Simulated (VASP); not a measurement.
# BN (P6_3/mmc) in VASP: notebook

One crystal, BN, is run at these levels: PBE; tasks: single point.

Everything below comes from runs of VASP 6.6.1. Logs are shortened: lines on timing, memory, paths and dates and some standing lists are left out, and cuts for length are marked.

## 1. The crystal as given

Symmetry: P6_3/mmc, No. 194, hexagonal system. Conventional cell: a = 2.491 Å, b = 2.491 Å, c = 4.001 Å, α = 90.00°, β = 90.00°, γ = 120.00°. Around B (site symmetry -3m) lie 6 N at 1.75 Å and 2 B at 2.00 Å. Around N (site symmetry -6m2) lie 6 B at 1.75 Å.

The cell was built by a generator and needn't be a form met in nature.

## 2. Single point, PBE

File INCAR:

```
SYSTEM = BN
  PREC = Accurate
  ENCUT = 520
  EDIFF = 1E-7
  ISMEAR = 0
  SIGMA = 0.01
  LREAL = .FALSE.
  LASPH = .TRUE.
  NELM = 100
  ALGO = Normal
  ISIF = 2
  LWAVE = .FALSE.
  LCHARG = .TRUE.
  GGA = PE
  LELF = .TRUE.
  LVHAR = .TRUE.
  NBANDS = 16
```

File KPOINTS:

```
Automatic mesh
0
G
  12 12 6
  0 0 0
```

File POSCAR:

```
BN
1.0
    2.4913353474      0.0000000000      0.0000000000
   -1.2456676737      2.1575597002      0.0000000000
    0.0000000000      0.0000000000      4.0010591824
B N
2 2
Direct
    0.0000000000      0.0000000000      0.0000000000
    0.0000000000      0.0000000000      0.5000000000
    0.3333333333      0.6666666667      0.2500000000
    0.6666666667      0.3333333333      0.7500000000
```

Potentials or basis: VASP PAW PBE potentials, release 64 (B, N).

Started as:

```bash
> cat potpaw_PBE.64/B/POTCAR potpaw_PBE.64/N/POTCAR > POTCAR
> mpirun -np 1 vasp_std > vasp.out
```

OUTCAR:

```text
SYSTEM = BN
   PREC = Accurate
   ENCUT = 520
   EDIFF = 1E-7
   ISMEAR = 0
   LREAL = .FALSE.
   LASPH = .TRUE.
   NELM = 100
   ISIF = 2
   GGA = PE

 ion  position               nearest neighbor table
   1  0.000  0.000  0.000-   3 1.75   4 1.75   4 1.75   3 1.75   4 1.75   3 1.75   2 2.00   2 2.00

   2  0.000  0.000  0.500-   3 1.75   4 1.75   4 1.75   3 1.75   4 1.75   3 1.75   1 2.00   1 2.00

   3  0.333  0.667  0.250-   1 1.75   2 1.75   1 1.75   2 1.75   1 1.75   2 1.75
   4  0.667  0.333  0.750-   1 1.75   2 1.75   1 1.75   2 1.75   1 1.75   2 1.75

  LATTYP: Found a hexagonal cell.
 ALAT       =     2.4913353474
 C/A-ratio  =     1.6059898105

  Lattice vectors:

 A1 = (   2.4913353474,   0.0000000000,   0.0000000000)
 A2 = (  -1.2456676737,   2.1575597002,   0.0000000000)
 A3 = (   0.0000000000,   0.0000000000,   4.0010591824)

Analysis of symmetry for initial positions (statically):
=====================================================================
 Subroutine PRICEL returns:
 Original cell was already a primitive cell.

 Routine SETGRP: Setting up the symmetry group for a
 hexagonal supercell.

 Subroutine GETGRP returns: Found 24 space group operations
 (whereof 12 operations were pure point group operations)
 out of a pool of 24 trial point group operations.

The static configuration has the point symmetry D_3d.
 The point group associated with its full space group is D_6h.

Analysis of symmetry for dynamics (positions and initial velocities):
=====================================================================
 Subroutine PRICEL returns:
 Original cell was already a primitive cell.

 Routine SETGRP: Setting up the symmetry group for a
 hexagonal supercell.

 Subroutine GETGRP returns: Found 24 space group operations
 (whereof 12 operations were pure point group operations)
 out of a pool of 24 trial point group operations.

The dynamic configuration has the point symmetry D_3d.
 The point group associated with its full space group is D_6h.

 Subroutine INISYM returns: Found 24 space group operations
 (whereof 12 operations are pure point group operations),
 and found     1 'primitive' translations

----------------------------------------------------------------------------------------

                                     Primitive cell

  volume of cell :      21.5065

  direct lattice vectors                    reciprocal lattice vectors
     2.491335347  0.000000000  0.000000000     0.401391166  0.231743298  0.000000000
    -1.245667674  2.157559700  0.000000000     0.000000000  0.463486595  0.000000000
     0.000000000  0.000000000  4.001059182     0.000000000  0.000000000  0.249933819

[... 95 lines left out ...]
   POTIM  = 0.5000    time-step for ionic-motion
   TEBEG  =    0.0;   TEEND  =   0.0 temperature during run
   PSTRESS=    0.0 pullay stress
   NELECT =      16.0000    total number of electrons
   NUPDOWN=      -1.0000    fix difference up-down
   EMIN   =  10.00;   EMAX   =-10.00  energy-range for DOS
   EFERMI =   0.00;   METHOD = LEGACY
   ISMEAR =     0;   SIGMA  =   0.01  broadening in eV -4-tet -1-fermi 0-gaus
   EFERMI_NEDOS =   21; number of points for ismear=-14 and -15
   IALGO  =     38    algorithm
   IMIX   =      4    mixing-type and parameters
     AMIX     =   0.40;   BMIX     =  1.00
     AMIX_MAG =   1.60;   BMIX_MAG =  1.00
  volume/ion in A,a.u.               =       5.38        36.28
  Fermi-wavevector in a.u.,A,eV,Ry     =   1.483400  2.803219 29.939272  2.200474
  Thomas-Fermi vector in A             =   2.597066
   LORBIT       =      0    0 simple, 1 ext, 2 COOP (PROOUT), +10 PAW based schemes
   GGA     = PE    functional components
   LHFCALC =     F    Hartree Fock is set to
   AEXX    =    0.0000 exact exchange contribution
   IVDW    =     0    specifies the selected vdW correction
   LEPSILON=     F    determine dielectric tensor
   LRPA    =     F    only Hartree local field effects (RPA)
 non-spin polarized calculation
 Gauss-broadening in eV      SIGMA  =   0.01
  energy-cutoff  :      520.00
  volume of cell :       21.51
 maximum number of plane-waves:       592
 NGX is ok and might be reduce to    20
   NGX =  9   NGY =  9   NGZ = 15

 number of electron      15.9999997 magnetization

 Free energy of the ion-electron system (eV)
  ---------------------------------------------------
  ext. energy  EPLUGINS =         0.00000000
  ---------------------------------------------------
  free energy    TOTEN  =       -27.84280253 eV

  energy without entropy =      -27.84280253  energy(sigma->0) =      -27.84280253

 E-fermi :  10.2705     XC(G=0): -13.6620

 val. band max:       10.1360097121   @ k =   0.1667   0.0000   0.0000
 cond. band min:      11.7179110329   @ k =   0.3333   0.3333   0.0000
 fundamental gap:      1.5819013208
 Fermi energy:        10.2705498296

 k-point     1 :       0.0000    0.0000    0.0000
  band No.  band energies     occupation
      1     -12.1715      2.00000
      2      -7.0430      2.00000
      3      -2.0626      2.00000
      4       8.6804      2.00000
      5       8.6804      2.00000
      6       9.4604      2.00000
[... 433 lines left out ...]
      3      -0.1666      2.00000
      4       1.5464      2.00000
      5       3.3938      2.00000
      6       5.2779      2.00000
[... 8 lines left out ...]
     15      22.8219      0.00000
     16      25.2910      0.00000

 [... further k-points ...]

------------------------ aborting loop because EDIFF is reached ----------------------------------------

  FORCE on cell =-STRESS in cart. coord.  units (eV):
  Direction    XX          YY          ZZ          XY          YZ          ZX
  --------------------------------------------------------------------------------------
  -------------------------------------------------------------------------------------
  Total        0.5114837      0.5114837      0.7995369      0.0000000      0.0000000      0.0000000
  in kB       38.1041599     38.1041599     59.5633478      0.0000000      0.0000000      0.0000000
  external PRESSURE =      45.2572225 kB  Pullay stress =       0.0000000 kB

 VOLUME and BASIS-vectors are now :
 -----------------------------------------------------------------------------
  energy-cutoff  :      520.00
  volume of cell :       21.51
      direct lattice vectors                 reciprocal lattice vectors
     2.491335347  0.000000000  0.000000000     0.401391166  0.231743298  0.000000000
    -1.245667674  2.157559700  0.000000000     0.000000000  0.463486595  0.000000000
     0.000000000  0.000000000  4.001059182     0.000000000  0.000000000  0.249933819

 POSITION                                       TOTAL-FORCE (eV/Angst)
 -----------------------------------------------------------------------------------
      0.00000      0.00000      0.00000        -0.000000      0.000000     -0.000000
      0.00000      0.00000      2.00053        -0.000000      0.000000     -0.000000
     -0.00000      1.43837      1.00026         0.000000      0.000000     -0.000000
      1.24567      0.71919      3.00079        -0.000000      0.000000      0.000000
 -----------------------------------------------------------------------------------
    total drift:                                0.000000     -0.000000      0.000000

  FREE ENERGIE OF THE ION-ELECTRON SYSTEM (eV)
  ---------------------------------------------------
  free  energy   TOTEN  =       -27.8428025255 eV

  energy  without entropy=      -27.8428025255  energy(sigma->0) =      -27.84280253
```

OSZICAR:

```text
N       E                     dE             d eps       ncg     rms          rms(c)
DAV:   1     0.387518490757E+02    0.38752E+02   -0.85154E+03  2432   0.999E+02
DAV:   2    -0.273373229285E+02   -0.66089E+02   -0.60549E+02  3448   0.222E+02
DAV:   3    -0.293739912198E+02   -0.20367E+01   -0.20291E+01  2760   0.354E+01
DAV:   4    -0.293788635387E+02   -0.48723E-02   -0.48703E-02  3096   0.186E+00
DAV:   5    -0.293788818499E+02   -0.18311E-04   -0.18310E-04  2736   0.920E-02    0.871E+00
DAV:   6    -0.278365021355E+02    0.15424E+01   -0.20003E+00  3464   0.139E+01    0.334E+00
DAV:   7    -0.278423521060E+02   -0.58500E-02   -0.29270E-01  2952   0.421E+00    0.230E+00
DAV:   8    -0.278442154349E+02   -0.18633E-02   -0.87884E-03  3008   0.999E-01    0.257E-01
DAV:   9    -0.278427332046E+02    0.14822E-02   -0.17215E-03  3232   0.515E-01    0.641E-02
DAV:  10    -0.278428005322E+02   -0.67328E-04   -0.25238E-04  2776   0.131E-01    0.161E-02
DAV:  11    -0.278428026063E+02   -0.20741E-05   -0.75229E-06  3144   0.252E-02    0.388E-03
DAV:  12    -0.278428024932E+02    0.11309E-06   -0.47241E-07  3112   0.693E-03    0.124E-03
DAV:  13    -0.278428025255E+02   -0.32251E-07   -0.57034E-08  1448   0.261E-03
   1 F= -.27842803E+02 E0= -.27842803E+02  d E =-.957703E-83
```

It took 12 s on 1 thread of Intel Xeon Platinum 8559C (Emerald Rapids), shared host; peak memory 0.14 GiB.

Results:

```yaml
Free_energy: -27.8428 eV
Pressure: 4.5 GPa
Band_gap_on_the_k_mesh: 1.58 eV, indirect (least direct gap 5.23 eV)
```

## 3. Single point, PBE

File INCAR:

```
SYSTEM = BN
ALGO = Normal
EDIFF = 1E-6
ENCUT = 520
GGA = PE
ISIF = 2
ISMEAR = 0
LASPH = .True.
LCHARG = .True.
LELF = .True.
LREAL = .False.
LVHAR = .True.
LWAVE = .False.
NBANDS = 16
NELM = 100
PREC = Accurate
SIGMA = 0.01
```

File KPOINTS:

```
k-points
0
Gamma
  12 12 6
  0 0 0
```

POSCAR is that of step 2.

Potentials or basis: VASP PAW PBE potentials, release 64 (B, N).

Started as:

```bash
> cat potpaw_PBE.64/B/POTCAR potpaw_PBE.64/N/POTCAR > POTCAR
> mpirun -np 1 vasp_std > vasp.out
```

OUTCAR:

```text
SYSTEM = BN
   EDIFF = 1E-6
   ENCUT = 520
   GGA = PE
   ISIF = 2
   ISMEAR = 0
   LASPH = .True.
   LREAL = .False.
   NELM = 100
   PREC = Accurate

 ion  position               nearest neighbor table
   1  0.000  0.000  0.000-   3 1.75   4 1.75   4 1.75   3 1.75   4 1.75   3 1.75   2 2.00   2 2.00

   2  0.000  0.000  0.500-   3 1.75   4 1.75   4 1.75   3 1.75   4 1.75   3 1.75   1 2.00   1 2.00

   3  0.333  0.667  0.250-   1 1.75   2 1.75   1 1.75   2 1.75   1 1.75   2 1.75
[... 662 lines left out ...]
  Direction    XX          YY          ZZ          XY          YZ          ZX
  --------------------------------------------------------------------------------------
  -------------------------------------------------------------------------------------
  Total        0.5100786      0.5100786      0.7977287      0.0000000     -0.0000000      0.0000000
  in kB       37.9994823     37.9994823     59.4286448      0.0000000     -0.0000000      0.0000000
  external PRESSURE =      45.1425365 kB  Pullay stress =       0.0000000 kB

 VOLUME and BASIS-vectors are now :
 -----------------------------------------------------------------------------
  energy-cutoff  :      520.00
  volume of cell :       21.51
      direct lattice vectors                 reciprocal lattice vectors
     2.491335347  0.000000000  0.000000000     0.401391166  0.231743298  0.000000000
    -1.245667674  2.157559700  0.000000000     0.000000000  0.463486595  0.000000000
     0.000000000  0.000000000  4.001059182     0.000000000  0.000000000  0.249933819

 POSITION                                       TOTAL-FORCE (eV/Angst)
 -----------------------------------------------------------------------------------
      0.00000      0.00000      0.00000        -0.000000      0.000000      0.000000
      0.00000      0.00000      2.00053        -0.000000      0.000000      0.000000
     -0.00000      1.43837      1.00026         0.000000      0.000000     -0.000000
      1.24567      0.71919      3.00079        -0.000000     -0.000000      0.000000
 -----------------------------------------------------------------------------------
    total drift:                                0.000000     -0.000000      0.000000

  FREE ENERGIE OF THE ION-ELECTRON SYSTEM (eV)
  ---------------------------------------------------
  free  energy   TOTEN  =       -27.8428024910 eV

  energy  without entropy=      -27.8428024910  energy(sigma->0) =      -27.84280249
```

OSZICAR:

```text
N       E                     dE             d eps       ncg     rms          rms(c)
DAV:   1     0.387518490757E+02    0.38752E+02   -0.85154E+03  2432   0.999E+02
DAV:   2    -0.273373229285E+02   -0.66089E+02   -0.60549E+02  3448   0.222E+02
DAV:   3    -0.293739912198E+02   -0.20367E+01   -0.20291E+01  2760   0.354E+01
DAV:   4    -0.293788635387E+02   -0.48723E-02   -0.48703E-02  3096   0.186E+00
DAV:   5    -0.293788818499E+02   -0.18311E-04   -0.18310E-04  2736   0.920E-02    0.871E+00
DAV:   6    -0.278365021355E+02    0.15424E+01   -0.20003E+00  3464   0.139E+01    0.334E+00
DAV:   7    -0.278423521060E+02   -0.58500E-02   -0.29270E-01  2952   0.421E+00    0.230E+00
DAV:   8    -0.278442154349E+02   -0.18633E-02   -0.87884E-03  3008   0.999E-01    0.257E-01
DAV:   9    -0.278427332046E+02    0.14822E-02   -0.17215E-03  3232   0.515E-01    0.641E-02
DAV:  10    -0.278428005322E+02   -0.67328E-04   -0.25238E-04  2776   0.131E-01    0.161E-02
DAV:  11    -0.278428026063E+02   -0.20741E-05   -0.75229E-06  3144   0.252E-02    0.388E-03
DAV:  12    -0.278428024910E+02    0.11530E-06   -0.45012E-07  1488   0.693E-03
   1 F= -.27842802E+02 E0= -.27842802E+02  d E =-.142710E-82
```

stdout:

```text
POSCAR found type information on POSCAR B N
 POSCAR found :  2 types and       4 ions
 scaLAPACK will be used
 LDA part: xc-table for (Slater+PW92), standard interpolation
 POSCAR, INCAR and KPOINTS ok, starting setup
 FFT: planning ... GRIDC
 FFT: planning ... GRID_SOFT
 FFT: planning ... GRID
 WAVECAR not read
 entering main loop
```

Wall time 12 s (1 thread of Intel Xeon Platinum 8559C (Emerald Rapids), shared host); peak memory 0.14 GiB.

What came out:

```yaml
Free_energy: -27.8428 eV
Pressure: 4.5 GPa
Band_gap_on_the_k_mesh: 1.58 eV, indirect (least direct gap 5.23 eV)
```

A k mesh can miss the band edges. Expect the measured gap to be larger: semilocal functionals such as PBE lack the derivative discontinuity.
